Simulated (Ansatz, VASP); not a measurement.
# C: VASP beside Ansatz

```
C
1.0
     2.46572    0.00000    0.00000
    -1.23286    2.13538    0.00000
     0.00000    0.00000   17.50000
C
4
Direct
  0.33333 0.66667 0.25714
  0.66667 0.33333 0.25714
  0.50000 0.33333 0.44629
  0.16667 0.66667 0.44629
```

Alike in both runs: task single point; functional PBE; dispersion D3(BJ); k mesh 15 × 15 × 1; occupations gaussian, width 0.1 eV; no spin polarisation.

|  | VASP | Ansatz |
| --- | --- | --- |
| version | VASP 6.6.1 | Ansatz 0.2.0 |
| potentials or method | VASP PAW PBE potentials, release 64 (C) | scalar-relativistic, plane waves, PAW |
| plane-wave cutoff (eV) | 520 | 420 |
| valence electrons in the cell | 16 | 16 |

|  | VASP | Ansatz | Ansatz less VASP |
| --- | --- | --- | --- |
| gap on the k mesh at the Fermi level (eV) | 0.64 | 0.64 | 0.000 |
| least direct gap on the mesh (eV) | 0.64 | 0.64 | 0.000 |
| rms of the force components (eV/Å) | 0.031 | 0.031 | -0.0002 |

Atom by atom the forces differ by 0.000 eV/Å (rms over components).
